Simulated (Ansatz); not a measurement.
Relaxed bulk BiTe:

```cif
data_structure
_symmetry_space_group_name_H-M 'P 1'
_symmetry_Int_Tables_number 1
_cell_length_a 4.5725
_cell_length_b 4.5725
_cell_length_c 4.5725
_cell_angle_alpha 60.000
_cell_angle_beta 60.000
_cell_angle_gamma 60.000
_cell_volume 67.60
loop_
_atom_site_label
_atom_site_type_symbol
_atom_site_fract_x
_atom_site_fract_y
_atom_site_fract_z
_atom_site_occupancy
Bi1 Bi 0.00000 0.00000 0.00000 1
Te1 Te 0.50000 0.50000 0.50000 1
```

Miller indices refer to the conventional cell of Fm-3m (No. 225), a = 6.467 Å, b = 6.467 Å, c = 6.467 Å, α = 90.00°, β = 90.00°, γ = 90.00°.

Consider the (110) slab of 5 planes, 9.1 Å thick with 15 Å of vacuum as cut; outer planes BiTe (top) and BiTe (bottom), all atoms relaxed.

Method: DFT r2SCAN, scalar-relativistic, plane waves, PAW in Ansatz. Cutoff 500 eV; k points 8×6×1 on the computed 10-atom cell (Γ-centred); Gaussian smearing, width 0.10 eV; no spin polarisation. A dipole correction removes the field between periodic images along c.

The work function read from the bulk's Fermi level differs by 0.28 eV, so the slab's middle doesn't match the bulk reference (too thin, or relaxed to another structure or magnetic state). The slab's middle planes relax by over 3 % too, so it holds no bulk-like region.

(1) Give the surface energy (mean of both faces).

(2) Estimate the work function.

(3) The top two planes lie 2.286 Å apart in the bulk. How does relaxation change this?

Spin-orbit coupling is left out, which matters for the bands of heavy elements.

Results:

(1) 0.28 J/m².

(2) 4.23 eV.

(3) The spacing becomes 2.060 Å (-9.9 %), and the top plane rumples by 0.075 Å.